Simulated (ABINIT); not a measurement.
Here is an ABINIT 10.8.3 (patched build) calculation.

run.abi

```
# Pseudopotentials
pp_dirpath "./"
pseudos "Mg.upf, O.upf"

# Structure
acell 5.4505692222 5.4505692222 5.4505692222
rprim
     0.0000000000     0.7071067812     0.7071067812
     0.7071067812     0.0000000000     0.7071067812
     0.7071067812     0.7071067812     0.0000000000
ntypat 2
znucl 12 8
natom 2
typat 1 2
xred
     0.0000000000     0.0000000000     0.0000000000
     0.5000000000     0.5000000000     0.5000000000
chkprim 0
chksymtnons 0
tolsym 1.0e-6

# Plane-wave basis
ecut 40.0

# k points
kptopt 1
ngkpt 8 8 8
nshiftk 1
shiftk 0.0 0.0 0.0

# Exchange and correlation
ixc 7

# Bands and occupations
nband 12
occopt 3
tsmear 0.00183747

# SCF cycle
nstep 100
tolvrs 1.0e-10

# Output
iomode 3
prtwf 0
prtden 0
prteig 0
prtebands 0
```

Potentials or basis: PseudoDojo NC SR LDA v0.4.1 standard.

Launch:

```sh
$ abinit run.abi > log 2>&1
```

(1) Estimate the pressure.

(2) Estimate the band gap on the k mesh.

## Answers

(1) 11.1 GPa.

(2) 5.69 eV, direct.
